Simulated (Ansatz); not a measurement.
Phases of Te at 190 GPa

Structure types of Te are relaxed in primitive cells with their symmetry kept at 190 GPa, first on PAW files, then by LAPW. The enthalpy is E + pV at zero temperature, without zero-point motion. Only the types listed were tried, and differences under about 5 meV/atom are mesh noise. Not among the end structures: fcc, which may lie lower.

Level of theory: DFT with PBE, scalar-relativistic, in Ansatz 0.2.0; Fermi–Dirac smearing of 0.1 eV, no spin polarisation. LAPW: all electrons, basis error target 0.5 meV/atom; PAW: frozen-core files, cutoff 420 eV.

k meshes: bcc 18×18×18, hcp 16×16×9, diamond 13×13×13, simple hexagonal 17×17×15, omega 8×8×12.

Spin–orbit coupling is left out, which matters for the heavy atoms.

Question: Which type is lowest in enthalpy, and by how much?

Answer: hcp, 68 meV/atom below bcc. The whole table:

```
      start type                   ends as          a, b, c (Å)  V (Å³/atom)  H − H(lowest), LAPW (meV/atom)  same, PAW
             bcc                bcc, Im-3m  3.055, 3.055, 3.055        14.25                            67.6       67.7
             hcp             hcp, P6_3/mmc  2.741, 2.741, 4.360        14.19                             0.0        0.0
         diamond            diamond, Fd-3m  5.240, 5.240, 5.240        17.98                          7368.6     7375.9
simple hexagonal  simple hexagonal, P6/mmm  2.636, 2.636, 2.477        14.90                          1291.4     1292.2
           omega             omega, P6/mmm  4.359, 4.359, 2.615        14.34                           280.2      280.6
```

Question: Split the lead of hcp over bcc into energy and pV.

Answer: For bcc less hcp: ΔE = -9.9 meV/atom, and p·ΔV = 190 GPa × +0.0653 Å³ × 6.242 meV/(GPa·Å³) = +77.5 meV/atom, together 67.6 meV/atom. hcp wins by its smaller volume, against the internal energy.
